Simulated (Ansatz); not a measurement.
A surface is cut from this relaxed crystal of ZnS:

```xyz
8
Lattice="3.8087 0.0000 0.0000 -1.9044 3.2985 0.0000 0.0000 0.0000 12.4665" Properties=species:S:1:pos:R:3 pbc="T T T"
Zn    0.0000    0.0000    0.0014
Zn    0.0000    0.0000    6.2347
Zn    0.0000    2.1990    3.1175
Zn    1.9044    1.0995    9.3507
S     0.0000    0.0000    2.3342
S     0.0000    0.0000    8.5674
S     0.0000    2.1990    5.4551
S     1.9044    1.0995   11.6883
```

Miller indices refer to the conventional cell of P6_3mc (No. 186), a = 3.809 Å, b = 3.809 Å, c = 12.466 Å, α = 90.00°, β = 90.00°, γ = 120.00°. The bulk's gap is 2.74 eV.

The (001) slab of 16 planes, 22.6 Å thick with 15 Å of vacuum as cut; outer planes Zn (top) and S (bottom).

Method: Ansatz, DFT r2SCAN, scalar-relativistic, plane waves, PAW. Settings: cutoff 500 eV, Γ-centred mesh 9×9×1 on the computed 16-atom cell, Gaussian smearing of 0.05 eV; no spin polarisation. A dipole correction removes the field between periodic images along c.

This cut of an insulator is polar or leaves open shells, so the slab is metallic here; real surfaces compensate by reconstruction or adsorbates.

Results for the relaxed slab:

For the relaxed slab, the surface energy (mean of both faces) is 1.60 J/m², the gap of the slab on the mesh is none (metal or semimetal) and the work function is 3.23 eV (top), 7.37 eV (bottom). The dipole of the slab along +c, per cell is 0.29 e·Å.

Relaxation lowers the energy by 0.062 J/m² a face; the largest move is 0.076 Å.

| plane (bottom to top) | atoms | spacing to next, bulk (Å) | relaxed (Å) | change (%) |
| --- | --- | --- | --- | --- |
| 1 | S | 0.783 | 0.670 | -14.5 |
| 2 | Zn | 2.338 | 2.433 | +4.1 |
| 3 | S | 0.780 | 0.692 | -11.3 |
| 4 | Zn | 2.333 | 2.400 | +2.9 |
| 5 | S | 0.783 | 0.719 | -8.2 |
| 6 | Zn | 2.338 | 2.400 | +2.7 |
| 7 | S | 0.780 | 0.715 | -8.3 |
| 8 | Zn | 2.333 | 2.396 | +2.7 |
| 9 | S | 0.783 | 0.720 | -8.0 |
| 10 | Zn | 2.338 | 2.400 | +2.7 |
| 11 | S | 0.780 | 0.714 | -8.4 |
| 12 | Zn | 2.333 | 2.398 | +2.8 |
| 13 | S | 0.783 | 0.723 | -7.7 |
| 14 | Zn | 2.338 | 2.434 | +4.1 |
| 15 | S | 0.780 | 0.641 | -17.8 |
| 16 | Zn |  |  |  |

Spin polarisation was left out, and a magnetic state may lie lower.